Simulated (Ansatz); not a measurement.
Crystal: Co.

```
CELL_PARAMETERS angstrom
2.47200 0.00000 0.00000
-1.23600 2.14081 0.00000
0.00000 0.00000 4.02114
ATOMIC_POSITIONS crystal
Co 0.66667 0.33333 0.75000
Co 0.33333 0.66667 0.25000
```

| Quantity | Value |
| --- | --- |
| Program | Ansatz 0.2.0 |
| Task | relaxation of cell and atoms |
| Functional | RPBE |
| Potentials or basis | all-electron LAPW, scalar-relativistic |
| Basis error allowed | 0.001 eV/atom |
| k mesh | 12 × 12 × 7 |
| Occupations | fermi-dirac, width 0.05 eV |
| Spin | collinear spin, ferromagnetic start |
| Starting moments | [2.0, 2.0] μB |

At the start: volume 10.64 Å³/atom.

Question: How do energy, volume and symmetry change on relaxing?

Answer: Over 5 steps the energy falls by 18.0 meV/atom and the volume is 11.18 Å³/atom (+5.1 %); space group P6_3/mmc (No. 194, to 0.05 Å); moment 3.32 μB per cell.

Step by step:
| step | energy change (eV) | largest force (eV/Å) | volume (Å³) |
| --- | --- | --- | --- |
| 1 | 0.0000 | 0.0000 | 21.28 |
| 2 | -0.0270 | 0.0000 | 21.81 |
| 3 | -0.0360 | 0.0000 | 22.33 |
| 4 | -0.0361 | 0.0000 | 22.37 |
| 5 | -0.0361 | 0.0000 | 22.37 |

Final structure:
```
Co
1.0
     2.52000    0.00000    0.00000
    -1.26000    2.18238    0.00000
     0.00000    0.00000    4.06727
Co
2
Cartesian
  1.2600 0.7275 3.0504
  0.0000 1.4549 1.0168
```
